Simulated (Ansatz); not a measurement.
**Relaxation of Ag**

Method: DFT PBEsol, scalar-relativistic, plane waves, PAW in Ansatz 0.2.0. Run with 420 eV cutoff, 18×18×18 k-mesh, Gaussian smearing of 0.10 eV, no spin polarisation.

What was changed in Cu: Cu → Ag on all its sites, cell and atoms relaxed.

Command:

```bash
ansatz run input.yaml --threads 1 --pin off --max-ram 2560MiB --backend cpu --events-out ev --progress --plain --runs-dir out
```

Input:

```yaml
crystal:
  lattice:
    - [-1.6747186844, 1.6747186844, 1.5002383056]
    - [1.6747186844, -1.6747186844, 1.5002383056]
    - [1.6747186844, 1.6747186844, -1.5002383056]
  atoms:
    - { symbol: Ag, position: [0.0, 0.0, 0.0] }
basis:
  ecutwfc: 420
kpoints:
  mp_grid: { grid: [18, 18, 18] }
hamiltonian:
  xc: pbesol
scf:
  occupations: { method: gaussian, width: 0.1 }
output:
  forces: true
  stress: true
  eigenvalues: true
  write_density: true
  write_potential: true
  elf: true
  volumetric_format: npy
relax:
  adjacent_minimum: "off"
  f_tol: 0.01
  max_steps: 60
  cell: { stress_tol: 0.1 }
```

F is the free energy. Steps run on the plane waves of an earlier cell, but the last one, and at times one on the way, on a freshly chosen basis, so a repeated geometry can differ a little in energy.

Steps:

| step | F − F(1) (eV) | largest force component (eV/Å) | V (Å³/atom) | P (GPa) |
| --- | --- | --- | --- | --- |
| 1 | 0.0000 | 0.000 | 16.831 | -0.19 |
| 2 | 0.0000 | 0.000 | 16.782 | 0.14 |
| 3 | 0.0000 | 0.000 | 16.800 | 0.02 |
| 4 | 0.0000 | 0.000 | 16.800 | 0.02 |

Relaxed structure:

```yaml
crystal:
  lattice:
    - [-1.67464, 1.67464, 1.49760]
    - [1.67464, -1.67464, 1.49760]
    - [1.67464, 1.67464, -1.49760]
  atoms:
    - { symbol: Ag, position: [0.00000, 0.00000, 0.00000] }
```

Symmetry: I4/mmm, No. 139, tetragonal system. Conventional cell: a = 3.349 Å, b = 3.349 Å, c = 2.995 Å, α = 90.00°, β = 90.00°, γ = 90.00°. Around Ag (site symmetry 4/mmm) lie 10 Ag at 2.80 to 3.00 Å.

The run converged. It took 12 s on 1 thread of Intel(R) Xeon(R) 6975P-C (Granite Rapids), with other jobs on the host, peak memory 0.47 GiB.